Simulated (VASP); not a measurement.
Output of a VASP run:

OSZICAR:
```
       N       E                     dE             d eps       ncg     rms          rms(c)
DAV:   1     0.158713502289E+02    0.15871E+02   -0.26957E+03   320   0.719E+02
DAV:   2    -0.764793507793E+01   -0.23519E+02   -0.23389E+02   400   0.881E+01
DAV:   3    -0.827064006991E+01   -0.62270E+00   -0.62270E+00   416   0.176E+01
DAV:   4    -0.827456358799E+01   -0.39235E-02   -0.39235E-02   472   0.171E+00
DAV:   5    -0.827459346131E+01   -0.29873E-04   -0.29873E-04   432   0.119E-01    0.345E+00
DAV:   6    -0.820989556339E+01    0.64698E-01   -0.87503E-02   376   0.145E+00    0.215E+00
DAV:   7    -0.818909007382E+01    0.20805E-01   -0.91243E-02   352   0.164E+00    0.399E-01
DAV:   8    -0.818988959488E+01   -0.79952E-03   -0.62839E-03   328   0.470E-01    0.105E-01
DAV:   9    -0.819021625986E+01   -0.32666E-03   -0.62687E-04   392   0.167E-01    0.377E-02
DAV:  10    -0.819022399209E+01   -0.77322E-05   -0.21311E-05   464   0.277E-02    0.214E-02
DAV:  11    -0.819024837645E+01   -0.24384E-04   -0.48660E-05   344   0.471E-02    0.167E-03
DAV:  12    -0.819024868461E+01   -0.30816E-06   -0.31765E-07   424   0.460E-03
   1 F= -.88813572E+01 E0= -.88813572E+01  d E =-.888136E+01
       N       E                     dE             d eps       ncg     rms          rms(c)
DAV:   1    -0.819934512893E+01   -0.90968E-02   -0.29776E-02   368   0.905E-01    0.140E-01
DAV:   2    -0.819855940110E+01    0.78573E-03   -0.14399E-03   336   0.224E-01    0.880E-02
DAV:   3    -0.819826569521E+01    0.29371E-03   -0.88844E-04   352   0.138E-01    0.221E-02
DAV:   4    -0.819825141756E+01    0.14278E-04   -0.30376E-05   344   0.377E-02    0.218E-02
DAV:   5    -0.819824643763E+01    0.49799E-05   -0.61714E-06   432   0.140E-02    0.820E-03
DAV:   6    -0.819824647673E+01   -0.39093E-07   -0.29220E-07   160   0.401E-03
   2 F= -.88817354E+01 E0= -.88817354E+01  d E =-.378149E-03
       N       E                     dE             d eps       ncg     rms          rms(c)
DAV:   1    -0.819599418274E+01    0.22523E-02   -0.31614E-03   368   0.296E-01    0.454E-02
DAV:   2    -0.819591251413E+01    0.81669E-04   -0.15126E-04   336   0.724E-02    0.282E-02
DAV:   3    -0.819588455554E+01    0.27959E-04   -0.94105E-05   352   0.451E-02    0.738E-03
DAV:   4    -0.819588378797E+01    0.76757E-06   -0.32030E-06   320   0.123E-02
   3 F= -.88818441E+01 E0= -.88818441E+01  d E =-.486830E-03
```

OUTCAR:
```
------------------------ aborting loop because EDIFF is reached ----------------------------------------
  Edisp (eV):   -0.68596
  FORCE on cell =-STRESS in cart. coord.  units (eV):
  Direction    XX          YY          ZZ          XY          YZ          ZX
  --------------------------------------------------------------------------------------
  Total      -0.00080    -0.00080    -0.00080    -0.00000     0.00000    -0.00000
  in kB      -0.02200    -0.02200    -0.02200    -0.00000     0.00000    -0.00000
  external pressure =       -0.02 kB  Pullay stress =        0.00 kB
  volume of cell :       58.27
      direct lattice vectors                 reciprocal lattice vectors
     0.000000000  3.077104505  3.077104505    -0.162490419  0.162490419  0.162490419
     3.077104505  0.000000000  3.077104505     0.162490419 -0.162490419  0.162490419
     3.077104505  3.077104505  0.000000000     0.162490419  0.162490419 -0.162490419
 POSITION                                       TOTAL-FORCE (eV/Angst)
 -----------------------------------------------------------------------------------
      0.00000      0.00000      0.00000         0.000000     -0.000000     -0.000000
      1.53855      1.53855      1.53855        -0.000000      0.000000      0.000000
 -----------------------------------------------------------------------------------
    total drift:                               -0.000000     -0.000000     -0.000000
  FREE ENERGIE OF THE ION-ELECTRON SYSTEM (eV)
  ---------------------------------------------------
  free  energy   TOTEN  =        -8.8818440590 eV

  energy  without entropy=       -8.8818440590  energy(sigma->0) =       -8.88184406

 reached required accuracy - stopping structural energy minimisation
```
(Selected blocks of OUTCAR.)

**POSCAR**
```
AlSb
1
    0.0000000000     3.0700000000     3.0700000000
    3.0700000000     0.0000000000     3.0700000000
    3.0700000000     3.0700000000     0.0000000000
Al Sb
1 1
Direct
  0.0000000000   0.0000000000   0.0000000000
  0.2500000000   0.2500000000   0.2500000000
```

Question: Write an INCAR and KPOINTS that could have produced this output.

Answer: This is not unique; one that fits is the input of the run itself, PBE GGA with D4 dispersion, plane waves, VASP's PBE PAW potentials (set 64).

**INCAR**
```
SYSTEM=AlSb
PREC=Accurate; ENCUT=520; LREAL=.False.
LASPH=.True.
EDIFF=1E-6; NELM=100; ALGO=Normal
LMAXMIX=4
ISMEAR=0; SIGMA=0.05
GGA=PE; IVDW=13
IBRION=2; NSW=60; ISIF=3
EDIFFG=-0.01
LWAVE=.False.; LCHARG=.False.
```

File KPOINTS:
```
Automatic mesh
0
Gamma
7 7 7
0 0 0
```

POTCAR, in this order: Al Sb (PBE.64 set). Program: vasp_std.

The compound is AlSb in the zinc blende structure. This run relaxes it. Symmetry was kept, so distortions that lower it aren't found.
